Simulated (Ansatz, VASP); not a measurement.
# One calculation of Nb, two programs

```
Nb
1.0
     6.61715    0.00000    0.00000
     0.00000    6.61715    0.00000
     0.00000    0.00000    6.61715
Nb
16
Direct
  0.00000 0.00000 0.00000
  0.25000 0.25000 0.25000
  0.00000 0.00000 0.50000
  0.25000 0.25000 0.75000
  0.00000 0.50000 0.00000
  0.25000 0.75000 0.25000
  0.00000 0.50000 0.50000
  0.25000 0.75000 0.75000
  0.50000 0.00000 0.00000
  0.75000 0.25000 0.25000
  0.50000 0.00000 0.50000
  0.75000 0.25000 0.75000
  0.50000 0.50000 0.00000
  0.75000 0.75000 0.25000
  0.50000 0.50000 0.50000
  0.75000 0.75000 0.75000
```

Alike in both runs: task single point; functional PBE; k mesh 5 × 5 × 5; occupations methfessel-paxton of order 1, width 0.1 eV; no spin polarisation.

|  | VASP | Ansatz |
| --- | --- | --- |
| version | VASP 6.6.1 | Ansatz 0.2.0 |
| potentials or method | VASP PAW PBE potentials, release 64 (Nb_sv) | plane-wave PAW DFT |
| plane-wave cutoff (eV) | 520 | 420 |
| valence electrons in the cell | 208 | 208 |

|  | VASP | Ansatz | Ansatz less VASP |
| --- | --- | --- | --- |
| pressure (GPa) | 0.0 | 0.3 | +0.32 |
